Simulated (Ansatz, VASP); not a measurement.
# Cross-check of KCl (Sylvite) between VASP and Ansatz

One calculation is typed for both programs; each brings its own data sets and cutoff. How far apart do they land? The cell is taken from a series of VASP runs on this material, whose earlier steps may have relaxed, scaled or displaced it; both programs get it as it stands.

Calculated with Ansatz 0.2.0; plane waves, with VASP 6.6.1 beside it; band structure at PBE0 and band structure at r2SCAN-EpsX with an exact-exchange share of 0.416.

## Step 1: The starting structure

It takes space group Fm-3m (No. 225, cubic). The conventional cell has a = 6.279 Å, b = 6.279 Å, c = 6.279 Å, α = 90.00°, β = 90.00°, γ = 90.00°. Nearest to K lie 6 Cl at 3.14 Å. Cl has 6 K at 3.14 Å nearest. Farther neighbours and most contacts between anions are not listed.

## Step 2: Ansatz: band structure, PBE0

Ansatz runs on its default PAW (the set named soft_2) files.

Levels along a path test the potential and the projectors away from the mesh points.

Input file input.yaml:

```yaml
crystal:
  lattice:
    - [0.0, 3.1394, 3.1394]
    - [3.1394, 0.0, 3.1394]
    - [3.1394, 3.1394, 0.0]
  atoms:
    - { symbol: K, position: [0.0, 0.0, 0.0] }
    - { symbol: Cl, position: [0.5, 0.5, 0.5] }
hamiltonian:
  xc: pbe0
  pseudopotentials: { kind: paw }
kpoints:
  mp_grid: { grid: [4, 4, 4] }
  band_path:
    path:
      - [0.0, 0.0, 0.0]
      - [0.5, 0.0, 0.5]
      - [0.5, 0.22222, 0.72222]
      - [0.40278, 0.34722, 0.75]
      - [0.125, 0.125, 0.25]
      - [0.27778, 0.27778, 0.27778]
      - [0.55556, 0.38889, 0.55556]
      - [0.58333, 0.25, 0.66667]
      - [0.5, 0.30556, 0.69444]
      - [0.48611, 0.48611, 0.52778]
      - [0.625, 0.25, 0.625]
      - [0.5, 0.0, 0.5]
    npoints: 1
scf:
  occupations: { method: gaussian, width: 0.03 }
  n_extra_bands: 7
output:
  forces: true
  stress: true
  eigenvalues: true
```

On the command line:

```console
$ ansatz run input.yaml --threads 4 --pin off --max-ram 9216MiB --backend cpu --events-out ev --progress --plain --runs-dir out
```

Numbers of over 12 decimals in the logs are rounded to 6 here.

The program printed:

```text
Warning: output.stress: scf.convergence.dr2_threshold = 1e-7 eV (the SCF's general default) is looser than the 2e-10 eV advised for a printed stress (1e-10 eV for each atom of the cell: 2). What an SCF threshold leaves in a stress goes as its square root, and in the free energy as the threshold itself, and one threshold admits the most on a small cell: [figures from the program's tests cut] Set scf.convergence.dr2_threshold to 2e-10 eV or tighter. The threshold is an SCF's pass mark: one that does not reach it within its budget of iterations ends unconverged, or closes short of it on a stop that the run arms, and scf.convergence.dr2_threshold's page says what that costs each kind of run
Warning: output.stress: scf.exx.energy_threshold = 1e-6 eV is looser than the 2e-8 eV advised for a stress under a hybrid functional (1e-8 eV for each atom of the cell: 2). Every SCF of the exchange loop can meet its threshold on dr2 while the loop round them stops early: no threshold on dr2 bounds what that leaves in the stress. Set scf.exx.energy_threshold to 2e-8 eV or tighter. The threshold is the loop's pass mark: a loop that does not reach it within its budget of cycles ends unconverged, and scf.exx.energy_threshold's page has the law
scf.n_extra_bands = 7 over 8 filled bands (N_el = 16.0): the run solves 15 bands
Engine: ansatz 0.2.0, x86_64-unknown-linux-gnu
Pseudopotentials: kind: paw
Pseudopotential: K, paw, valence charge 9, recommended cutoff 420 eV (normal), K.paw.azcp
Pseudopotential: Cl, paw, valence charge 7, recommended cutoff 420 eV (normal), Cl.paw.azcp
Functional definition: PBE0
  parameter a = 0.25
  parameter kappa = 0.804
  parameter beta = 0.066725
  exchange = (1 - a)*pbe_x(kappa = kappa, mu = beta*pi^2/3) + a*exact_x
  correlation = pbe_c(beta = beta)
Crystal: 2 atoms, lattice volume = 61.883 Å³
Basis set: ecut = 420 eV, 1243 PW (Γ), exchange–correlation on 60×60×60 points (8 copies of the dense FFT grid, shifted against one another)
Bands: 15, of which v1, the nominal top of the filled ones, is band 8 counted from 1 (7 counted from 0)
Symmetry: 48 space group operations
Space group: Fm-3m (ITA 225), of the structure as read, at distance tolerance 4.0e-5 Å
k-points: 8 of 64
Non-local potential: K, projectors of the file, l = 0: 3, l = 1: 2, l = 2: 2
Non-local potential: Cl, projectors of the file, l = 0: 2, l = 1: 2, l = 2: 2
PAW form: soft (Blöchl's): semilocal exchange-correlation on the pseudo side does not see the compensation charge
PAW frozen core: K, regenerated for the run's functional, and the local potential with it (the file was generated under x = pbe(κ = 0.804, μ = 0.219515), c = pbe(β = 0.066725))
PAW frozen core: Cl, regenerated for the run's functional, and the local potential with it (the file was generated under x = pbe(κ = 0.804, μ = 0.219515), c = pbe(β = 0.066725))
PAW one-centre angular grid: K, 110 points (default); XC on 64 Gauss nodes
PAW one-centre angular grid: Cl, 110 points (default); XC on 64 Gauss nodes
Initial density: superposition of atomic densities (neutral atoms: chi_scale 0, normalization atom), corrected by the library's trained network
Initial wavefunctions: pseudopotential atomic-orbital guess
Functional: x = pbe(κ = 0.804, μ = 0.219515), c = pbe(β = 0.066725), warm-up for x = 0.75 pbe(κ = 0.804, μ = 0.219515) + 0.25 exact, c = pbe(β = 0.066725)
SCF iter   1: F=—  HF=-2621.216551 eV  |F-HF|=—  |Δ(HF+E_count)|=         —  Δρ=6.54e-4  dr2=3.23e-4  ethr=1.77e-3  ⟨swp⟩=2.1  Hψ=944  notcnv=0
preconditioner: auto → none  [insulator: Δε(μ)=5.197 eV  Ē_g=16.339 eV  σ=0.030 eV  W_gap=1.00  n_scr=14 (ndim 8)  ℏωp=17.7 eV  f_vac=0.077  D(μ)=0.00/eV (n_scr^D=0)]
iter 2 solved again at ethr=5.00e-8 eV; its pass at ethr=2.02e-6 eV (dr2=8.00e-6 eV) is discarded
SCF iter   2: F=-2621.216439 eV  HF=-2621.216441 eV  |F-HF|=2.07e-6  |Δ(HF+E_count)|=   1.10e-4  Δρ=1.18e-4  dr2=7.72e-6  ethr=5.00e-8  ⟨swp⟩=2.6  Hψ=431  notcnv=0
SCF 1 stopped early in 2 iterations: F = -2621.216439 eV  dr2 = 7.72e-6
  greatest PAW one-centre occupation: 0.987 electrons in one spin orbital (limit 2), on the K atom at site 0 (counted from 0), in its partial waves of l = 0
Initial density: handed on by an earlier stage of this run
Initial wavefunctions: those handed on with the density
Functional: x = 0.75 pbe(κ = 0.804, μ = 0.219515) + 0.25 exact, c = pbe(β = 0.066725)
Frozen-core exchange: fock
SCF iter   1: F=—  HF=-2623.333025 eV  |F-HF|=—  |Δ(HF+E_count)|=         —  Δρ=2.62e-3  dr2=3.05e-3  ethr=4.83e-7  ⟨swp⟩=9.6  Hψ=704  notcnv=0
preconditioner: auto → none  [insulator: Δε(μ)=7.264 eV  Ē_g=19.265 eV  σ=0.030 eV  W_gap=1.00  n_scr=14 (ndim 8)  ℏωp=17.7 eV  f_vac=0.078  D(μ)=0.00/eV (n_scr^D=0)]
SCF iter   2: F=—  HF=-2623.332114 eV  |F-HF|=—  |Δ(HF+E_count)|=   9.11e-4  Δρ=1.20e-3  dr2=6.77e-4  ethr=4.83e-7  ⟨swp⟩=3.1  Hψ=332  notcnv=0
SCF iter   3: F=—  HF=-2623.333912 eV  |F-HF|=—  |Δ(HF+E_count)|=   1.80e-3  Δρ=3.65e-4  dr2=1.21e-4  ethr=4.83e-7  ⟨swp⟩=3.5  Hψ=345  notcnv=0
SCF iter   4: F=—  HF=-2623.333882 eV  |F-HF|=—  |Δ(HF+E_count)|=   3.05e-5  Δρ=4.56e-5  dr2=3.84e-6  ethr=4.83e-7  ⟨swp⟩=3.0  Hψ=210  notcnv=0
SCF iter   5: F=-2623.333905 eV  HF=-2623.333905 eV  |F-HF|=1.28e-7  |Δ(HF+E_count)|=   2.34e-5  Δρ=2.89e-5  dr2=1.07e-6  ethr=3.58e-9  ⟨swp⟩=4.1  Hψ=353  notcnv=0
SCF 2 stopped early in 5 iterations: F = -2623.333905 eV  dr2 = 1.07e-6
  greatest PAW one-centre occupation: 0.989 electrons in one spin orbital (limit 2), on the K atom at site 0 (counted from 0), in its partial waves of l = 0
hybrid outer 1: dexx = +2.298e-3 eV, tail = 6.73e-6 eV
Frozen-core exchange: fock
SCF iter   1: F=—  HF=-2623.333946 eV  |F-HF|=—  |Δ(HF+E_count)|=         —  Δρ=3.43e-5  dr2=1.97e-7  ethr=2.10e-7  ⟨swp⟩=4.2  Hψ=311  notcnv=0
preconditioner: auto → none  [insulator: Δε(μ)=7.264 eV  Ē_g=19.265 eV  σ=0.030 eV  W_gap=1.00  n_scr=14 (ndim 8)  ℏωp=17.7 eV  f_vac=0.097  D(μ)=0.00/eV (n_scr^D=0)]
SCF iter   2: F=—  HF=-2623.333946 eV  |F-HF|=—  |Δ(HF+E_count)|=   3.51e-8  Δρ=1.41e-5  dr2=3.36e-8  ethr=1.20e-9  ⟨swp⟩=3.1  Hψ=213  notcnv=0
SCF iter   3: F=-2623.333946 eV  HF=-2623.333946 eV  |F-HF|=2.94e-10  |Δ(HF+E_count)|=   6.44e-9  Δρ=9.60e-7  dr2=6.97e-9  ethr=1.79e-10  ⟨swp⟩=3.0  Hψ=209  notcnv=0
SCF 3 converged in 3 iterations: F = -2623.333946 eV  dr2 = 6.97e-9
  Residual-converged pass: ⟨swp⟩=2.9  Hψ=202  notcnv=0  max |occ|·‖R‖ = 2.4e-6 eV (tolerance 2.4e-6 eV)  dr2=7.02e-9  dr2_onsite=3.00e-11  max |Δocc| = 0.0e0
hybrid outer 2: dexx = +8.769e-8 eV, tail = 1.75e-8 eV, Δε = 2.10e-3 eV (about 1.26e-4 eV left of the loop's levels)
NSCF: frozen V_eff on 12 k-points
hybrid SCF converged: 2 outer / 8 inner (+2 warm-up), last move |dexx| = 8.77e-8 eV, tail = 1.75e-8 eV
Stability not checked: this state was not tested for a lower state beside it, because the functional holds exact exchange (a hybrid, or Hartree-Fock), whose exchange loop this test does not read (fock_operator; see scf.lower_state_search)
Free energy (F): -2623.333946 eV
Frozen-core exchange: fock
Harris-Foulkes:  -2623.333946 eV  (|F-HF|=2.94e-10)
Internal energy: -2623.333946 eV  (E = F + TS)
E sigma→0 (E₀):  -2623.333946 eV
Fermi energy:    3.144365 eV
--- Per-component energies (eV) ---
  E_band       = -163.796797
  E_kinetic    = 416.376119
  E_local      = -832.060073  (includes V_loc(G=0)·N_el)
  E_nonlocal   = 40.910917
  E_hartree    = 279.154824
  E_xc         = -187.315648
  E_vxc        = -221.982159  (∫ρ·V_xc dr)
  E_exx        = -46.134415  (= α·E_x^exact, valence–valence)
  E_paw        = -1453.117239  (= ΣΔE_a)
  E_vpaw       = -33.081727  (= ΣTr[D̂ρ^β])
  E_aug_tail   = 0.000085  (compensation charges beyond the density's cutoff)
  E_ewald      = -840.910139
  E_core_change = -0.238380  (= ΣΔE_core)
  E_smearing   = -0.000000  (= −TS)
  E_closure    = 0.000002  (closes the sum)
  Σ components = -2623.333946   (vs F -2623.333946, Δ=0.00e0)
--- Forces (eV/Å), atoms counted from 1 ---
  atom   1  K     -0.00000000     0.00000000     0.00000000
  atom   2  Cl     0.00000000     0.00000000    -0.00000000
  max |Σ_I F_I| component: 4.86e-30 eV/Å
--- Stress (GPa, compression-positive) ---
        0.553792       0.000000       0.000000
       -0.000000       0.553792      -0.000000
        0.000000       0.000000       0.553792
  P = ⅓ Tr σ = 0.5538 GPa (5.538 kbar)
--- Band table (eV; the first three rows and the last of 8) ---
  k-point 0: bands = [... 4 lower, -11.8302, -0.4877, -0.4877, -0.4877, 6.7764, 10.2010, 10.2010, 10.2010, ... 3 higher]
  k-point 1: bands = [... 4 lower, -11.7132, -1.1083, -0.6687, -0.6687, 8.0740, 9.9087, 11.0081, 11.0081, ... 3 higher]
  k-point 2: bands = [... 4 lower, -11.6027, -1.6204, -0.8391, -0.8391, 9.1807, 10.4157, 12.6332, 12.6332, ... 3 higher]
  k-point 7: bands = [... 4 lower, -11.7473, -1.0141, -1.0026, -1.0026, 9.7457, 9.7457, 11.2835, 11.8944, ... 3 higher]
```

Elapsed: 35 s, on 4 threads of AMD EPYC 7571, shared host; peak memory 0.7 GiB; 2.1 min of CPU time.

## Step 3: VASP: band structure, PBE0

The same cell, functional, mesh and smearing now go to VASP, with its own data sets and cutoff.

Lines of VASP's logs that name or quote its potential files are left out, and so is its time.

The run reads the wave functions of an earlier VASP run, which isn't shown here.

Input file INCAR:

```
SYSTEM = KCl
PREC = Accurate
ENCUT = 350
EDIFF = 1E-06
NELM = 100
ISMEAR = 0
SIGMA = 0.03
LREAL = .FALSE.
ALGO = Normal
LHFCALC = .TRUE.
AEXX = 0.25
GGA = PE
LASPH = .TRUE.
NBANDS = 14
PRECFOCK = Fast
HFRCUT = -1
LORBIT = 11
LWAVE = .FALSE.
LCHARG = .FALSE.
KPAR = 4
```

Input file POSCAR:

```
KCl
1.0
    0.0000000000      3.1394000000      3.1394000000
    3.1394000000      0.0000000000      3.1394000000
    3.1394000000      3.1394000000      0.0000000000
K Cl
1 1
Direct
    0.0000000000      0.0000000000      0.0000000000
    0.5000000000      0.5000000000      0.5000000000
```

Input file KPOINTS:

```
Automatic mesh
0
Gamma
4 4 4
0 0 0
```

Input file KPOINTS_OPT:

```
Line mode
10
Line-mode
Reciprocal
  0.00000000   0.00000000   0.00000000 GAMMA
  0.50000000   0.00000000   0.50000000 X

  0.50000000   0.00000000   0.50000000 X
  0.50000000   0.25000000   0.75000000 W

  0.50000000   0.25000000   0.75000000 W
  0.37500000   0.37500000   0.75000000 K

  0.37500000   0.37500000   0.75000000 K
  0.00000000   0.00000000   0.00000000 GAMMA

  0.00000000   0.00000000   0.00000000 GAMMA
  0.50000000   0.50000000   0.50000000 L

  0.50000000   0.50000000   0.50000000 L
  0.62500000   0.25000000   0.62500000 U

  0.62500000   0.25000000   0.62500000 U
  0.50000000   0.25000000   0.75000000 W

  0.50000000   0.25000000   0.75000000 W
  0.50000000   0.50000000   0.50000000 L

  0.50000000   0.50000000   0.50000000 L
  0.37500000   0.37500000   0.75000000 K

  0.62500000   0.25000000   0.62500000 U
  0.50000000   0.00000000   0.50000000 X
```

PAW data sets: K_sv and Cl (PBE family, release 64).

On the command line:

```console
$ mpirun -np 4 vasp_std
```

The program printed:

```text
[banner, memory and clock lines left out]
running    4 mpi-ranks, on    1 nodes
 distrk:  each k-point on    1 cores,    4 groups
 distr:  one band on    1 cores,    1 groups

 POSCAR found type information on POSCAR K Cl
 POSCAR found :  2 types and       2 ions
 LDA part: xc-table for (Slater+PW92), standard interpolation
 found WAVECAR, reading the header
 POSCAR, INCAR and KPOINTS ok, starting setup
 FFT: planning ... GRIDC
 FFT: planning ... GRID_SOFT
 FFT: planning ... GRID
 HFRCUT set to (new)   9.814928
 reading WAVECAR
 the WAVECAR file was read successfully
 initial charge from wavefunction
 entering main loop
       N       E                     dE             d eps       ncg     rms          rms(c)
DAV:   1    -0.837150011356E+01   -0.83715E+01   -0.59383E-01   254   0.806E+00    0.232E+00
DAV:   2    -0.837773241581E+01   -0.62323E-02   -0.19148E-02   294   0.107E+00    0.162E+00
DAV:   3    -0.837393032300E+01    0.38021E-02   -0.43239E-03   266   0.402E-01    0.101E+00
DAV:   4    -0.837342450672E+01    0.50582E-03   -0.15055E-03   260   0.235E-01    0.630E-01
DAV:   5    -0.837336917965E+01    0.55327E-04   -0.19895E-04   266   0.964E-02    0.385E-01
DAV:   6    -0.837334447452E+01    0.24705E-04   -0.31095E-05   278   0.466E-02    0.229E-01
DAV:   7    -0.837333988643E+01    0.45881E-05   -0.12406E-05   252   0.297E-02    0.134E-01
DAV:   8    -0.837334153317E+01   -0.16467E-05   -0.49802E-06   230   0.185E-02    0.778E-02
DAV:   9    -0.837334358772E+01   -0.20546E-05   -0.21186E-06   228   0.117E-02    0.455E-02
DAV:  10    -0.837334501725E+01   -0.14295E-05   -0.10234E-06   190   0.790E-03    0.267E-02
DAV:  11    -0.837334586426E+01   -0.84701E-06   -0.54454E-07   184   0.588E-03
   1 F= -.83733459E+01 E0= -.83733459E+01  d E =-.517398E-21
 Start KPOINTS_OPT (optional k-point list driver)
k-point batch [1-8\100]
       N       E                     dE             ncg
DAV:   1    -0.805282882747E+03   -0.20373E+04      224
DAV:   2    -0.158878671095E+04   -0.78350E+03      278
DAV:   3    -0.164568720372E+04   -0.56900E+02      284
DAV:   4    -0.164773927638E+04   -0.20521E+01      324
DAV:   5    -0.164777727965E+04   -0.38003E-01      284
DAV:   6    -0.164777814208E+04   -0.86243E-03      336
DAV:   7    -0.164777816235E+04   -0.20277E-04      272
DAV:   8    -0.164777816253E+04   -0.17781E-06      178
[...]
k-point batch [97-100\100]
       N       E                     dE             ncg
DAV:   1     0.132866636595E+04   -0.21784E+04      112
DAV:   2     0.951284147388E+03   -0.37738E+03      136
DAV:   3     0.924572943046E+03   -0.26711E+02      154
DAV:   4     0.923411545984E+03   -0.11614E+01      192
DAV:   5     0.923391250139E+03   -0.20296E-01      142
DAV:   6     0.923390901918E+03   -0.34822E-03      168
DAV:   7     0.923390895758E+03   -0.61605E-05      130
DAV:   8     0.923390895716E+03   -0.41565E-07       98
```

Parts of OUTCAR (step 3):

```text
ion  position               nearest neighbor table
   1  0.000  0.000  0.000-   2 3.14   2 3.14   2 3.14   2 3.14   2 3.14   2 3.14
   2  0.500  0.500  0.500-   1 3.14   1 3.14   1 3.14   1 3.14   1 3.14   1 3.14

  LATTYP: Found a face centered cubic cell.
 ALAT       =     6.2788000000

 Subroutine GETGRP returns: Found 48 space group operations
 (whereof 48 operations were pure point group operations)

The static configuration has the point symmetry O_h .

 Found      8 irreducible k-points:

   k-points           NKPTS =      8   k-points in BZ     NKDIM =     64   number of bands    NBANDS=     14

   dimension x,y,z NGX =    28 NGY =   28 NGZ =   28
   dimension x,y,z NGXF=    56 NGYF=   56 NGZF=   56

   ENCUT  =  350.0 eV  25.72 Ry    5.07 a.u.   6.77  6.77  6.77*2*pi/ulx,y,z

   NELECT =      16.0000    total number of electrons

 k-points in reciprocal lattice and weights: Automatic mesh
   0.00000000  0.00000000  0.00000000       0.016
   0.25000000  0.00000000  0.00000000       0.125
   0.50000000  0.00000000  0.00000000       0.062
   0.25000000  0.25000000  0.00000000       0.094
   0.50000000  0.25000000  0.00000000       0.375
  -0.25000000  0.25000000  0.00000000       0.188
   0.50000000  0.50000000  0.00000000       0.047
  -0.25000000  0.50000000  0.25000000       0.094

  exchange ACFDT corr.  =         0.00000000  see jH, gK, PRB 81, 115126

 average (electrostatic) potential at core
       1 -31.0825       2 -90.0432

 E-fermi :  -3.0081

 k-point     1 :       0.0000    0.0000    0.0000
  band No.  band energies     occupation
    ...
      4     -14.5736      2.00000
      5     -14.5736      2.00000
      6      -3.2022      2.00000
      7      -3.2022      2.00000
      8      -3.2022      2.00000
      9       4.0586      0.00000
     10       7.4921      0.00000
     11       7.4921      0.00000
     12       7.4921      0.00000
     13       8.5046      0.00000
    ...

 k-point     2 :       0.2500    0.0000    0.0000
  band No.  band energies     occupation
    ...
      4     -14.5774      2.00000
      5     -14.4555      2.00000
      6      -3.8229      2.00000
      7      -3.3822      2.00000
      8      -3.3822      2.00000
      9       5.3565      0.00000
     10       7.1975      0.00000
     11       8.3020      0.00000
     12       8.3020      0.00000
     13       9.3570      0.00000
    ...

 k-point     3 :       0.5000    0.0000    0.0000
  band No.  band energies     occupation
    ...
      4     -14.5809      2.00000
      5     -14.3442      2.00000
      6      -4.3359      2.00000
      7      -3.5520      2.00000
      8      -3.5520      2.00000
      9       6.4679      0.00000
     10       7.6984      0.00000
     11       9.9233      0.00000
     12       9.9233      0.00000
     13      10.4945      0.00000
    ...

  energy-cutoff  :      350.00
  volume of cell :       61.88
      direct lattice vectors                 reciprocal lattice vectors
     0.000000000  3.139400000  3.139400000    -0.159266102  0.159266102  0.159266102
     3.139400000  0.000000000  3.139400000     0.159266102 -0.159266102  0.159266102
     3.139400000  3.139400000  0.000000000     0.159266102  0.159266102 -0.159266102

 POSITION                                       TOTAL-FORCE (eV/Angst)
 -----------------------------------------------------------------------------------
      0.00000      0.00000      0.00000         0.000000     -0.000000      0.000000
      3.13940      3.13940      3.13940        -0.000000      0.000000     -0.000000
 -----------------------------------------------------------------------------------
    total drift:                                0.000000      0.000000      0.000000

  FREE ENERGIE OF THE ION-ELECTRON SYSTEM (eV)
  ---------------------------------------------------
  free  energy   TOTEN  =        -8.3733458643 eV

  energy  without entropy=       -8.3733458643  energy(sigma->0) =       -8.37334586

 total charge
# of ion       s       p       d       tot
------------------------------------------
    1        1.958   5.624   0.020   7.602
    2        1.581   3.590   0.000   5.170
--------------------------------------------------
tot          3.538   9.214   0.020  12.772

[... 3 further parts left out ...]
```

The k-mesh is coarse for unscreened exact exchange, which converges slowly with it.

## Step 4: Differences

Known differences besides the potentials themselves: exact exchange at q = 0 is treated differently, which shows on coarse meshes; VASP keeps PBE cores, Ansatz makes them for the functional; the cutoff is 420 eV in Ansatz and 350 eV in VASP; VASP takes a coarser grid for exact exchange (PRECFOCK = Fast). Total energies have different zeros and are not compared.

Compared:

| quantity | Ansatz | VASP | difference |
| --- | --- | --- | --- |
| gap over the path points (eV) | 7.264 | 7.261 | +0.003 |

Levels at points of the path, from each program's valence-band top (eV; 3 filled, then empty):

| k (reciprocal lattice) | Ansatz | VASP |
| --- | --- | --- |
| 0.000 0.000 0.000 | 0.00 0.00 0.00 7.26 10.69 10.69 | 0.00 0.00 0.00 7.26 10.69 10.69 |
| 0.500 0.000 0.500 | -0.72 -0.25 -0.25 8.64 10.61 12.29 | -0.72 -0.25 -0.25 8.65 10.62 12.30 |
| 0.500 0.222 0.722 | -0.55 -0.52 -0.47 9.94 10.54 11.71 | -0.56 -0.52 -0.47 9.94 10.54 11.72 |
| 0.403 0.347 0.750 | -0.61 -0.59 -0.33 9.47 11.22 11.62 | -0.61 -0.59 -0.33 9.47 11.23 11.63 |
| 0.125 0.125 0.250 | -0.45 -0.15 -0.10 8.19 10.29 11.10 | -0.45 -0.15 -0.10 8.19 10.29 11.10 |
| 0.278 0.278 0.278 | -0.72 -0.21 -0.21 8.78 10.41 11.67 | -0.72 -0.21 -0.21 8.78 10.42 11.68 |
| 0.556 0.389 0.556 | -0.99 -0.41 -0.35 9.86 10.73 12.63 | -0.99 -0.41 -0.34 9.86 10.73 12.65 |
| 0.583 0.250 0.667 | -0.60 -0.58 -0.34 9.53 11.12 11.63 | -0.60 -0.58 -0.34 9.53 11.13 11.65 |
| 0.500 0.306 0.694 | -0.68 -0.50 -0.42 10.18 10.32 11.90 | -0.68 -0.50 -0.42 10.19 10.32 11.92 |
| 0.486 0.486 0.528 | -1.12 -0.35 -0.35 9.68 10.89 13.08 | -1.12 -0.35 -0.35 9.69 10.89 13.09 |

Among the levels compared at these points, filled levels agree within 3 meV and empty ones within 19 meV.

[end of part 1 of 2]

[Lines on the potential files, build, host, timing and source positions are cut from VASP's logs without a mark.]

[Logs are printed without paths, hosts, clocks, repeated set-up lines and the standing remarks that a program may print on its own settings, such as how far it seeks lower states.]

[Hosts, paths, dates, database ids (printed as entryN), source tags and the programs' standing remarks are cut or masked in the printed files.]
